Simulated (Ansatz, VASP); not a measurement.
# S: VASP beside Ansatz

```
S
1.0
     0.00000    1.99435    1.99435
     1.91458    0.00000    1.99435
     1.91458    1.99435    0.00000
S
1
Direct
  0.00000 0.00000 0.00000
```

Change from the starting cell: strain -0.0400 x Voigt [1, 0, 0, 0, 0, 0], atoms carried along.

Alike in both runs: task single point; functional PBE; dispersion D3(BJ); k mesh 20 × 20 × 20; occupations gaussian, width 0.15 eV; no spin polarisation.

```csv
,VASP,Ansatz
version,VASP 6.6.1,Ansatz 0.2.0
potentials or method,"VASP PAW PBE potentials, release 64 (S)","scalar-relativistic, plane waves, PAW"
plane-wave cutoff (eV),520,420
valence electrons in the cell,6,6
```

Ansatz gave:

- gap on the k mesh at the Fermi level (eV): none
- pressure (GPa): -0.7
- largest component of the traceless stress (GPa): 2.43

Task: What did VASP give for the same quantities?

Result: gap on the k mesh at the Fermi level (eV): none; pressure (GPa): -0.8; largest component of the traceless stress (GPa): 2.42.

A gap of «none» marks a metal or a gap that the smearing closes.

Caveats: pairwise dispersion overbinds metals, which lowers pressure and volume.
